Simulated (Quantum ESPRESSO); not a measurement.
# InP (F-43m) in Quantum ESPRESSO: further runs, part 3 of 3

Quantum ESPRESSO 7.5.

## 5. Phonons, LDA, target pressure 10 GPa, at which the enthalpy is minimised

pw.in

```
&CONTROL
  calculation = 'scf'
  prefix = 'pwscf'
  outdir = './tmp'
  pseudo_dir = './pseudo'
  tprnfor = .true.
  tstress = .true.
  disk_io = 'low'
/
&SYSTEM
  ibrav = 0
  nat = 2
  ntyp = 2
  ecutwfc = 56
  ecutrho = 448
  nbnd = 15
  occupations = 'smearing'
  smearing = 'fd'
  degauss = 0.00367493
/
&ELECTRONS
  conv_thr = 4d-10
  electron_maxstep = 120
  mixing_beta = 0.5
/
ATOMIC_SPECIES
In   114.8180 in_lda_v1.4.uspp.F.UPF
P     30.9738 p_lda_v1.5.uspp.F.UPF
CELL_PARAMETERS bohr
   0.0000000000    5.5378424082    5.5378424082
   5.5378424082    0.0000000000    5.5378424082
   5.5378424082    5.5378424082    0.0000000000
ATOMIC_POSITIONS bohr
In     0.0000000000    0.0000000000    0.0000000000
P      8.3067636123    8.3067636123    8.3067636123
K_POINTS automatic
6 6 6 1 1 1
```

relax.in

```
&CONTROL
  calculation = 'vc-relax'
  prefix = 'pwscf'
  outdir = './tmp'
  pseudo_dir = './pseudo'
  tprnfor = .true.
  tstress = .true.
  disk_io = 'low'
  nstep = 40
  forc_conv_thr = 0.0001
  etot_conv_thr = 1d-06
/
&SYSTEM
  ibrav = 0
  nat = 2
  ntyp = 2
  ecutwfc = 56
  ecutrho = 448
  nbnd = 15
  occupations = 'smearing'
  smearing = 'fd'
  degauss = 0.00367493
/
&ELECTRONS
  conv_thr = 4d-10
  electron_maxstep = 120
  mixing_beta = 0.5
/
&IONS
  ion_dynamics = 'bfgs'
/
&CELL
  cell_dynamics = 'bfgs'
  press = 100
  press_conv_thr = 0.2
/
ATOMIC_SPECIES
In   114.8180 in_lda_v1.4.uspp.F.UPF
P     30.9738 p_lda_v1.5.uspp.F.UPF
CELL_PARAMETERS bohr
   0.0000000000    5.5378424082    5.5378424082
   5.5378424082    0.0000000000    5.5378424082
   5.5378424082    5.5378424082    0.0000000000
ATOMIC_POSITIONS bohr
In     0.0000000000    0.0000000000    0.0000000000
P      8.3067636123    8.3067636123    8.3067636123
K_POINTS automatic
6 6 6 1 1 1
```

gamma.in

```
&CONTROL
  calculation = 'bands'
  prefix = 'pwscf'
  outdir = './tmp'
  pseudo_dir = './pseudo'
  disk_io = 'low'
  verbosity = 'high'
/
&SYSTEM
  ibrav = 0
  nat = 2
  ntyp = 2
  ecutwfc = 56
  ecutrho = 448
  nbnd = 15
  occupations = 'smearing'
  smearing = 'fd'
  degauss = 0.00367493
/
&ELECTRONS
  conv_thr = 1d-08
  electron_maxstep = 120
  mixing_beta = 0.5
  diago_full_acc = .true.
  startingwfc = 'random'
/
ATOMIC_SPECIES
In   114.8180 in_lda_v1.4.uspp.F.UPF
P     30.9738 p_lda_v1.5.uspp.F.UPF
CELL_PARAMETERS bohr
   0.0000000000    5.2979338217    5.2979338217
   5.2979338217    0.0000000000    5.2979338217
   5.2979338217    5.2979338217    0.0000000000
ATOMIC_POSITIONS bohr
In     0.0000000000    0.0000000000    0.0000000000
P      7.9469007325    7.9469007325    7.9469007325
K_POINTS crystal
1
0.0 0.0 0.0 1
```

scf2.in

```
&CONTROL
  calculation = 'scf'
  prefix = 'pwscf'
  outdir = './tmp'
  pseudo_dir = './pseudo'
  tprnfor = .true.
  tstress = .true.
  disk_io = 'low'
/
&SYSTEM
  ibrav = 0
  nat = 2
  ntyp = 2
  ecutwfc = 56
  ecutrho = 448
  nbnd = 15
  occupations = 'fixed'
/
&ELECTRONS
  conv_thr = 1d-13
  electron_maxstep = 120
  mixing_beta = 0.5
  startingpot = 'file'
/
ATOMIC_SPECIES
In   114.8180 in_lda_v1.4.uspp.F.UPF
P     30.9738 p_lda_v1.5.uspp.F.UPF
CELL_PARAMETERS bohr
   0.0000000000    5.2979338217    5.2979338217
   5.2979338217    0.0000000000    5.2979338217
   5.2979338217    5.2979338217    0.0000000000
ATOMIC_POSITIONS bohr
In     0.0000000000    0.0000000000    0.0000000000
P      7.9469007325    7.9469007325    7.9469007325
K_POINTS automatic
6 6 6 1 1 1
```

ph.in

```
phonons of InP
&INPUTPH
  prefix = 'pwscf'
  outdir = './tmp'
  tr2_ph = 1d-18
  fildyn = 'dyn'
  niter_ph = 90
  alpha_mix(1) = 0.7
  epsil = True
/
0.0000000000 0.0000000000 0.0000000000
```

dynmat.in

```
&INPUT
  fildyn = 'dyn'
  asr = 'crystal'
  lperm = .true.
  filout = 'dynmat.disp'
  fileig = 'dynmat.eig'
/
```

dynmat_lo.in

```
&INPUT
  fildyn = 'dyn'
  asr = 'crystal'
  filout = 'dynmat_lo.disp'
  fileig = 'dynmat_lo.eig'
  q(1) = 0
  q(2) = 0
  q(3) = 1
/
```

Potentials or basis: GBRV 1.5 LDA.

Run with:

```console
OMP_NUM_THREADS=1 mpirun -n 4 pw.x -nk 4 -in pw.in > pw.out
OMP_NUM_THREADS=1 mpirun -n 4 pw.x -nk 4 -in relax.in > relax.out
OMP_NUM_THREADS=1 mpirun -n 4 pw.x -in gamma.in > gamma.out
OMP_NUM_THREADS=1 mpirun -n 4 pw.x -nk 4 -in scf2.in > scf2.out
OMP_NUM_THREADS=1 mpirun -n 4 ph.x -nk 4 -in ph.in > ph.out
OMP_NUM_THREADS=1 mpirun -n 1 dynmat.x -in dynmat.in > dynmat.out
OMP_NUM_THREADS=1 mpirun -n 1 dynmat.x -in dynmat_lo.in > dynmat_lo.out
```

pw.out:

```text
This program is part of the open-source Quantum ESPRESSO suite
     for quantum simulation of materials; please cite
         "P. Giannozzi et al., J. Phys.:Condens. Matter 21 395502 (2009);
         "P. Giannozzi et al., J. Phys.:Condens. Matter 29 465901 (2017);
         "P. Giannozzi et al., J. Chem. Phys. 152 154105 (2020);
     in publications or presentations arising from this work. More details at

     Message from routine setup:
     using ibrav=0 with symmetry is DISCOURAGED, use correct ibrav instead

     K-points division:     npool     =       4
     Subspace diagonalization in iterative solution of the eigenvalue problem:
     a serial algorithm will be used

     G-vector sticks info
     --------------------
     sticks:   dense  smooth     PW     G-vecs:    dense   smooth      PW
     Sum        1891     955    295                54313    19339    3287

     Using Slab Decomposition

     bravais-lattice index     =            0
     lattice parameter (alat)  =       7.8317  a.u.
     unit-cell volume          =     339.6658 (a.u.)^3
     number of atoms/cell      =            2
     number of atomic types    =            2
     number of electrons       =        18.00
     number of Kohn-Sham states=           15
     kinetic-energy cutoff     =      56.0000  Ry
     charge density cutoff     =     448.0000  Ry
     scf convergence threshold =      4.0E-10
     mixing beta               =       0.5000
     number of iterations used =            8  plain     mixing
     Exchange-correlation=  SLA  PZ   NOGX NOGC
                           (   1   1   0   0   0   0   0)

     celldm(1)=   7.831692  celldm(2)=   0.000000  celldm(3)=   0.000000
     celldm(4)=   0.000000  celldm(5)=   0.000000  celldm(6)=   0.000000

     crystal axes: (cart. coord. in units of alat)
               a(1) = (   0.000000   0.707107   0.707107 )
               a(2) = (   0.707107   0.000000   0.707107 )
               a(3) = (   0.707107   0.707107   0.000000 )

     reciprocal axes: (cart. coord. in units 2 pi/alat)
               b(1) = ( -0.707107  0.707107  0.707107 )
               b(2) = (  0.707107 -0.707107  0.707107 )
               b(3) = (  0.707107  0.707107 -0.707107 )

     PseudoPot. # 1 for In read from file:
     in_lda_v1.4.uspp.F.UPF
     Pseudo is Ultrasoft + core correction, Zval = 13.0
     Generated by new atomic code, or converted to UPF format
     Using radial grid of  889 points,  6 beta functions with:
                l(1) =   0
                l(2) =   0
                l(3) =   1
                l(4) =   1
                l(5) =   2
                l(6) =   2
     Q(r) pseudized with  6 coefficients,  rinner =    1.400   1.400   1.400
                                                       1.400   1.400

     PseudoPot. # 2 for P  read from file:
     p_lda_v1.5.uspp.F.UPF
     Pseudo is Ultrasoft + core correction, Zval =  5.0
     Generated by new atomic code, or converted to UPF format
     Using radial grid of  903 points,  6 beta functions with:
                l(1) =   0
                l(2) =   0
                l(3) =   1
                l(4) =   1
                l(5) =   2
                l(6) =   2
     Q(r) pseudized with  8 coefficients,  rinner =    1.300   1.300   1.300
                                                       1.300   1.300

     atomic species   valence    mass     pseudopotential
     In               13.00   114.81800     In( 1.00)
     P                 5.00    30.97380     P ( 1.00)

     24 Sym. Ops. (no inversion) found

   Cartesian axes

     site n.     atom                  positions (alat units)
         1        In     tau(   1) = (   0.0000000   0.0000000   0.0000000  )
         2        P      tau(   2) = (   1.0606602   1.0606602   1.0606602  )

     number of k points=    28  Fermi-Dirac smearing, width (Ry)=  0.0037
                       cart. coord. in units 2pi/alat
        k(    1) = (   0.0589256   0.0589256   0.0589256), wk =   0.0185185
        k(    2) = (   0.1767767   0.1767767  -0.0589256), wk =   0.0555556
        k(    3) = (   0.2946278   0.2946278  -0.1767767), wk =   0.0555556
        k(    4) = (  -0.2946278  -0.2946278   0.4124790), wk =   0.0555556
        k(    5) = (  -0.1767767  -0.1767767   0.2946278), wk =   0.0555556
        k(    6) = (  -0.0589256  -0.0589256   0.1767767), wk =   0.0555556
[... 20 lines left out ...]
        k(   27) = (   0.2946278   0.2946278   0.2946278), wk =   0.0185185
        k(   28) = (  -0.2946278  -0.2946278   0.8838835), wk =   0.0555556

     Dense  grid:    54313 G-vectors     FFT dimensions: (  54,  54,  54)

     Smooth grid:    19339 G-vectors     FFT dimensions: (  40,  40,  40)

     Initial potential from superposition of free atoms

     starting charge      16.4999, renormalised to      18.0000
     Starting wfcs are   13 randomized atomic wfcs +    2 random wfcs

     Self-consistent Calculation

     iteration #  1     ecut=    56.00 Ry     beta= 0.50
     Davidson diagonalization with overlap
     ethr =  1.00E-02,  avg # of iterations =  7.8

     total energy              =    -147.72339752 Ry
     estimated scf accuracy    <       2.66663415 Ry
[... 50 lines left out ...]
     iteration #  9     ecut=    56.00 Ry     beta= 0.50
     Davidson diagonalization with overlap
     ethr =  1.52E-10,  avg # of iterations =  3.4

     End of self-consistent calculation

          k = 0.0589 0.0589 0.0589 (  2409 PWs)   bands (ev):

    -7.4335  -7.4211  -7.4211  -7.2696  -7.2696  -4.7592   5.7461   6.6413
     6.6413   7.9146  10.7030  10.8113  10.8113  15.3931  15.7544
[... 73 lines left out ...]
    -7.6061  -7.3272  -7.3216  -7.3160  -7.2362  -2.4758   0.9654   4.1726
     4.4348   8.5228   9.1436  14.9969  15.4825  16.1209  17.5074

          k =-0.5303 0.1768-0.0589 (  2397 PWs)   bands (ev):

    -7.5762  -7.3544  -7.3398  -7.3000  -7.2450  -2.8679   1.4987   4.0491
     4.6619   9.2997  10.1682  12.6427  14.3752  15.5798  17.9057

          k =-0.4125 0.0589 0.0589 (  2407 PWs)   bands (ev):
[... 51 lines left out ...]
    -7.5526  -7.3779  -7.3683  -7.2669  -7.2585  -2.9017   1.0494   4.3328
     5.4509   9.1876  11.0666  12.1531  13.6413  15.9137  16.3237

     the Fermi energy is     7.2949 ev

!    total energy              =    -148.70735895 Ry
     estimated scf accuracy    <          3.2E-10 Ry
     smearing contrib. (-TS)   =      -0.00000001 Ry
     internal energy E=F+TS    =    -148.70735894 Ry

     The total energy is F=E-TS. E is the sum of the following terms:
     one-electron contribution =     -55.84950609 Ry
     hartree contribution      =      40.00183140 Ry
     xc contribution           =     -43.13928006 Ry
     ewald contribution        =     -89.72040420 Ry

     convergence has been achieved in   9 iterations

     Forces acting on atoms (cartesian axes, Ry/au):

     atom    1 type  1   force =     0.00000000   -0.00000000   -0.00000000
     atom    2 type  2   force =    -0.00000000    0.00000000    0.00000000

     Total force =     0.000000     Total SCF correction =     0.000000

     Computing stress (Cartesian axis) and pressure

          total   stress  (Ry/bohr**3)                   (kbar)     P=      -13.59
  -0.00009240   0.00000000   0.00000000          -13.59        0.00        0.00
   0.00000000  -0.00009240   0.00000000            0.00      -13.59        0.00
   0.00000000   0.00000000  -0.00009240            0.00        0.00      -13.59

=------------------------------------------------------------------------------=
   JOB DONE.
=------------------------------------------------------------------------------=
```

relax.out:

```text
This program is part of the open-source Quantum ESPRESSO suite
     for quantum simulation of materials; please cite
         "P. Giannozzi et al., J. Phys.:Condens. Matter 21 395502 (2009);
         "P. Giannozzi et al., J. Phys.:Condens. Matter 29 465901 (2017);
         "P. Giannozzi et al., J. Chem. Phys. 152 154105 (2020);
[... 1983 lines left out ...]
   0.00000000   0.00071093   0.00000000            0.00      104.58        0.00
  -0.00000000   0.00000000   0.00071093           -0.00        0.00      104.58

=------------------------------------------------------------------------------=
   JOB DONE.
=------------------------------------------------------------------------------=
```

gamma.out:

```text
This program is part of the open-source Quantum ESPRESSO suite
     for quantum simulation of materials; please cite
         "P. Giannozzi et al., J. Phys.:Condens. Matter 21 395502 (2009);
         "P. Giannozzi et al., J. Phys.:Condens. Matter 29 465901 (2017);
         "P. Giannozzi et al., J. Chem. Phys. 152 154105 (2020);
     in publications or presentations arising from this work. More details at
[... 354 lines left out ...]

          k = 0.0000 0.0000 0.0000 (  2085 PWs)   bands (ev):

    -5.9694  -5.9694  -5.9694  -5.7353  -5.7353  -4.0213   8.5637   8.5637
     8.5637   9.7161  12.4581  12.4581  12.4581  17.4430  18.1855

=------------------------------------------------------------------------------=
   JOB DONE.
=------------------------------------------------------------------------------=
```

Wall time 6.6 min (4 MPI ranks of Intel Xeon at 2.50GHz (Skylake/Cascade Lake), shared host); peak memory 0.64 GiB.

What came out:

```
Free energy                                             : -2023.1109 eV
Relaxed volume                                          : 22.04 Å³/atom
Relaxed cell                                            : a = 3.965 Å, b = 3.965 Å, c = 3.965 Å, α = 60.00°, β = 60.00°, γ = 60.00°
Space group after relaxing (to 0.05 Å)                  : F-43m (No. 216)
Pressure after relaxing                                 : 10.5 GPa
Electronic dielectric tensor (diagonal)                 : 10.40
Born charges (mean of the diagonal)                     : In +2.30; P -2.31 e
Highest phonon frequency at Γ, LO-TO splitting left out : 351 cm⁻¹
Static dielectric tensor (diagonal)                     : 12.37
```

The path:
```tsv
step	energy change (eV)	largest force (eV/Å)	pressure (GPa)	volume (Å³)
1	0.0000	0.0000	-1.36	50.33
2	0.0113	0.0000	2.84	47.47
3	0.1892	0.0000	11.80	43.39
4	0.1380	0.0000	9.79	44.15
5	0.1430	0.0000	9.99	44.07
6	0.1431	0.0000	10.00	44.07
```

Final structure:
```
CELL_PARAMETERS angstrom
0.00000 2.80355 2.80355
2.80355 0.00000 2.80355
2.80355 2.80355 0.00000
ATOMIC_POSITIONS crystal
In 0.00000 0.00000 0.00000
P 0.75000 0.75000 0.75000
```

Phonon frequencies in cm⁻¹ (negative: imaginary):
```tsv
q point	frequencies
(0.000, 0.000, 0.000)	-8 -8 -8 351 351 351
```

Electronic dielectric tensor:
```
10.40  0.00  0.00
 0.00 10.40  0.00
 0.00  0.00 10.40
```

Born effective charge tensors (e):
atom 1, In
```
2.30 0.00 0.00
0.00 2.30 0.00
0.00 0.00 2.30
```
atom 2, P
```
-2.31  0.00  0.00
 0.00 -2.31  0.00
 0.00  0.00 -2.31
```

Optical modes at Γ, degenerate ones joined, polar ones without the macroscopic field:
```tsv
cm⁻¹	components	symmetry	active in	IR intensity, summed ((D/Å)²/amu)
351	3	T2	IR and Raman	15.04
```

Zone-centre frequencies without and with the macroscopic field along z (cm⁻¹):
|  | optical modes in rising order |
| --- | --- |
| without | 351 351 351 |
| with the field | 351 351 383 |

Static dielectric tensor, electrons and zone-centre modes:
```
12.37  0.00  0.00
 0.00 12.37  0.00
 0.00  0.00 12.37
```

Caveat: the cell is more than 3 GPa from zero pressure, which shifts response properties.

## 6. Summary

```csv
task,level,potentials or basis,cell,form of the LDA correlation,pressure (GPa)
dielectric tensor,BLYP,GBRV 1.5 PBE,as given,-,6.6
dielectric tensor,AM05,GBRV 1.5 PBE,as given,-,0.8
phonons,LDA,GBRV 1.5 LDA,relaxed,PZ81,0.1
phonons,LDA,GBRV 1.5 LDA,relaxed to 10 GPa,PZ81,10.5
```

Alike in all rows: no spin polarisation; k mesh 6 × 6 × 6, shifted; cutoff (eV) 762; smearing fermi-dirac 0.05 eV.

Caveats: the potentials were made for another functional, which shifts forces and pressure (some runs); the cell is more than 3 GPa from zero pressure, which shifts response properties (some runs).

Absolute energies hang on the potentials; compare differences alone.

## 7. How close it comes

Step 2. Against the measured high-frequency dielectric constant of InP, 9.61 (300 K; a printed reference work, textbook), the calculated 11.15 is off by +16.0 %.

Step 3. Measured high-frequency dielectric constant of InP: 9.61 (300 K; a printed reference work, textbook). This calculation gives 11.23 (+16.8 %).

Step 4. A measured high-frequency dielectric constant of InP is 9.61 (300 K; a printed reference work, textbook); the calculated 11.64 misses it by +21.2 %.
